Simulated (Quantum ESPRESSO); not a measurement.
Pb under changes of volume

One of the cells (30.323 Å³/atom); the others are scaled copies at fixed shape and fractional positions:

```
Pb
1.0
     0.00000    2.47502    2.47502
     2.47502    0.00000    2.47502
     2.47502    2.47502    0.00000
Pb
1
Direct
  0.00000 0.00000 0.00000
```

* Program: Quantum ESPRESSO 7.5
* Functional: PBEsol
* Potentials or basis: GBRV 1.5 PBEsol
* Cutoff: 612 eV
* Density cutoff: 4898 eV
* k mesh: 9 × 9 × 9
* Occupations: fermi-dirac, width 0.05 eV
* Spin: no spin polarisation

| volume (Å³/atom) | energy over the lowest point (meV/atom) | pressure (GPa) |
| --- | --- | --- |
| 28.503 | ? | ? |
| 29.110 | 2.96 | 1.2 |
| 29.716 | 0.00 | 0.1 |
| 30.323 | 0.99 | -0.8 |
| 30.929 | 5.47 | -1.7 |
| 31.535 | 12.92 | -2.4 |
| 32.142 | 22.97 | -3.1 |

Q: What does the run at 28.503 Å³/atom give?

A: Energy over the lowest point 10.44 meV/atom; pressure 2.5 GPa.

Worked out: A Birch-Murnaghan fit of order 3 (a polynomial in V^(-2/3)) to the other rows has its minimum at 29.85 Å³/atom with B0 = V·E''(V) = 50 GPa and B' = 6.0. It gives 10.53 meV/atom at 28.503 Å³/atom, against the run's 10.44, and -dE/dV = 2.7 GPa, against 2.5.

Energies are extrapolated to zero smearing.
